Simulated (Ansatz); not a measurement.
## Al₂O₃ under uniaxial strain: field gradients at the nuclei

Cell: a refined structure from the COD, its atoms then relaxed with PBE in this cell.

```xyz
10
Lattice="2.3802 1.3742 4.3319 -2.3802 1.3742 4.3319 0.0000 -2.7485 4.3319" Properties=species:S:1:pos:R:3 pbc="T T T"
Al    0.0000    0.0000    4.5755
Al    0.0000    0.0000    1.9223
Al    0.0000    0.0000    8.4201
Al    0.0000    0.0000   11.0733
O    -0.9213    1.3742    7.5808
O    -0.7295   -1.4850    7.5808
O     1.6508    0.1108    7.5808
O     0.9213   -1.3742    5.4148
O     0.7295    1.4850    5.4148
O    -1.6508   -0.1108    5.4148
```

Atoms are numbered from 1 in the order listed; like atoms form one site, named after its first atom.

Computed with Ansatz: DFT, PBE, plane waves and PAW, scalar-relativistic, 420 eV cutoff, Γ-centred 8×8×8 k-points, Fermi–Dirac smearing 0.02 eV.

The cell is stretched along z (the third Cartesian axis of the run's cell), x and y held, and the ions relax again each time.

| strain along z (%) | Al: V along z (10²¹ V/m²) | O: V along z (10²¹ V/m²) |
| --- | --- | --- |
| -3 | 0.81 | -1.16 |
| -2 | 0.72 | -0.88 |
| -1 | 0.64 | -0.61 |
| 0 | 0.56 | -0.34 |
| +1 | 0.48 | -0.06 |
| +2 | 0.41 | 0.22 |
| +3 | ? | ? |

Task: Estimate the row at +3 % from the others.

Result: Al: 0.32; O: 0.50. Worked for Al: a straight line through the other 6 rows has a slope of -0.080 × 10²¹ V/m² per per cent of strain and gives 0.32 at +3 %, against 0.32 from the run, so the response is nearly linear here. For ²⁷Al that is −0.29 MHz of C_Q per per cent. Worked for O: a straight line through the other 6 rows has a slope of 0.275 × 10²¹ V/m² per per cent of strain and gives 0.49 at +3 %, against 0.50 from the run, so the response is nearly linear here.

At this cell the PBE pressure is 7 GPa, so with PBE the cell would grow if it were relaxed.
